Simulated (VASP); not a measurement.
Here is a VASP 6.6.1 calculation.

File POSCAR:

```
Te
1.0
    4.1623819032      2.4031523123      7.0985350965
   -4.1623819032      2.4031523123      7.0985350965
    0.0000000000     -4.8063046244      7.0985350965
Te
12
Direct
    0.0101900000      0.6536100000      0.0101900000
    0.0101900000      0.0101900000      0.6536100000
    0.6536100000      0.0101900000      0.0101900000
    0.9898100000      0.3463900000      0.9898100000
    0.3463900000      0.9898100000      0.9898100000
    0.9898100000      0.9898100000      0.3463900000
    0.2211800000      0.6306000000      0.2211800000
    0.2211800000      0.2211800000      0.6306000000
    0.6306000000      0.2211800000      0.2211800000
    0.7788200000      0.3694000000      0.7788200000
    0.3694000000      0.7788200000      0.7788200000
    0.7788200000      0.7788200000      0.3694000000
```

INCAR.step1

```
  PREC = Accurate
  ENCUT = 520
  ISMEAR = 0
  SIGMA = 0.1
  LREAL = F
  LASPH = T
  NELM = 100
  NBANDS = 48
  GGA = PE
  ALGO = Normal
  EDIFF = 1E-4
  LWAVE = T
  LCHARG = F
```

Contents of INCAR.step2:

```
  PREC = Accurate
  ENCUT = 520
  EDIFF = 1E-6
  ISMEAR = 0
  SIGMA = 0.1
  LREAL = F
  LASPH = T
  NELM = 100
  ALGO = Normal
  ISIF = 2
  LWAVE = F
  LCHARG = T
  METAGGA = R2SCAN
  LMIXTAU = T
  LELF = T
  LVHAR = T
  NBANDS = 48
  ISTART = 1
```

KPOINTS

```
Automatic mesh
0
Gamma
  3 3 3
```

Potentials or basis: VASP PAW PBE potentials, release 64 (Te).

The run is started by

```bash
$ cat potpaw_PBE.64/Te/POTCAR > POTCAR
$ cp INCAR.step1 INCAR
$ mpirun -np 1 vasp_std > vasp.out
$ cp INCAR.step2 INCAR
$ mpirun -np 1 vasp_std > vasp.out
```

(1) What does it give for the largest force?

(2) What does it give for the band gap on the k mesh?

(3) Estimate the pressure.

## Answers

(1) 2.423 eV/Å.

(2) none (metal or under the smearing width).

(3) 8.3 GPa.

Caveat: the PAW data sets were made with another functional, which shifts forces and pressure a little.
